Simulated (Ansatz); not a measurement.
Working through a check of forces and pressure against finite differences of SnTe (distorted cell)

With the Ansatz DFT code, driven from Python.

Run as a notebook:

In [1]:
```python
import warnings

import ansatz
import numpy as np
```

In [2]:
```python
FILLING = "fixed"
XC = "lda"
CUTOFF_EV = 540
KMESH = (3, 3, 3)
SCF_TOL = 1e-09

VECTORS = np.array([
    [-0.05858, 3.62422, 3.57765],
    [3.55287, -0.06775, 3.58682],
    [3.64209, 3.72261, -0.15697],
])
SITES = [
    ("Sn", (0.99909, 0.9954, 0.005)),
    ("Te", (0.74815, 0.7514, 0.75829)),
]
```

In [3]:
```python
def on_lattice(cell):
    crystal = ansatz.Crystal(lattice=ansatz.Lattice.of(cell))
    for symbol, position in SITES:
        crystal = crystal.atom(symbol, position)
    return crystal
```

In [4]:
```python
warnings.simplefilter("ignore", ansatz.DeckWarning)
```

In [5]:
```python
def solve(crystal):
    return (
        crystal.calculation()
        .occupations(FILLING)  # no smearing
        .functional(XC)
        .basis(CUTOFF_EV, xc_grid=2)
        .kpoints(*KMESH)  # sampling of the Brillouin zone
        .scf(tolerance=SCF_TOL)
        .forces()  # eV per angstrom
        .stress()
        .run(threads=1)
    ).report
```

In [6]:
```python
centre = solve(on_lattice(VECTORS))
start = on_lattice(VECTORS)
# central difference: F = -(E(+h) - E(-h)) / 2h
print(f"force on atom 1 along z: analytic {centre['forces_ev_ang'][1][2]:.4f} eV/A")
for h in (0.004, 0.016):
    shift = np.eye(3)[2] * h @ np.linalg.inv(VECTORS)
    plus, minus = (solve(start.move(1, to=np.array(SITES[1][1]) + sign * shift))["lagrangian_ev"] for sign in (1, -1))
    print(f"  step {h} A: numerical {-(plus - minus) / (2 * h):.4f} eV/A")
# P = -dF/dV; the difference feels the change of the plane-wave count with the cell
volume = abs(np.linalg.det(VECTORS))
larger, smaller = (solve(on_lattice(VECTORS * (1 + sign * 0.005) ** (1 / 3)))["lagrangian_ev"] for sign in (1, -1))
numerical = -(larger - smaller) / (0.01 * volume) * 160.21766
print(f"pressure: analytic {np.trace(centre['stress_gpa']) / 3:.3f}, numerical {numerical:.3f} GPa")
```
```text
force on atom 1 along z: analytic -0.0441 eV/A
  step 0.004 A: numerical -0.0441 eV/A
  step 0.016 A: numerical -0.0442 eV/A
pressure: analytic -3.510, numerical -3.510 GPa
```

Notes:
- These settings explore the input space; cutoff and mesh may be short of convergence.
- Energy and stress may still move on a finer k-point mesh.
- The program warned that this SCF threshold is loose for forces or stresses.
- Pressure is positive in compression.
- The cell is a database structure, distorted on purpose.
- The central difference errs as the square of the step, so the shorter step is the fairer test; what remains comes from the finite grid and the SCF threshold.
- The script silences the warnings on its input, which a real study should read.
- Wall time of the script: 23 s on 1 thread of Arm Neoverse V2, on a shared host, peak memory 0.41 GiB.

(Lines on the test bed's own set-up are left out of the output.)
